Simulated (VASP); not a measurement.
CsI (relaxed from the CsCl type structure, space group Pm-3m): computed properties

Calculation: PBEsol GGA, VASP's PBE PAW potentials (set 64) (plane waves; VASP).

For CsI, the space group is Pm-3m (221) and the cell is a = 4.5146 Å, b = 4.5146 Å, c = 4.5146 Å, α = 90.00°, β = 90.00°, γ = 90.00°. The volume per atom comes out as 46.01 Å³/atom. The band gap (over mesh and band path) is 3.81 eV and the smallest direct gap (over mesh and band path) is 3.90 eV. The band-edge character comes out as indirect, M to Γ and the density comes out as 4.69 g/cm³.

```xyz
2
Lattice="4.5146 0.0000 0.0000 0.0000 4.5146 0.0000 0.0000 0.0000 4.5146" Properties=species:S:1:pos:R:3 pbc="T T T"
Cs     0.0000     0.0000     0.0000
I      2.2573     2.2573     2.2573
```

Unless said otherwise, spin-orbit coupling is left out, though it shifts the bands of the heavy elements here.

The structure was generated: CsI was put into the CsCl type type (Pm-3m), which need not be its known phase. It was relaxed first, which changed the volume by -25 %. Symmetry was kept, so distortions that lower it aren't found.
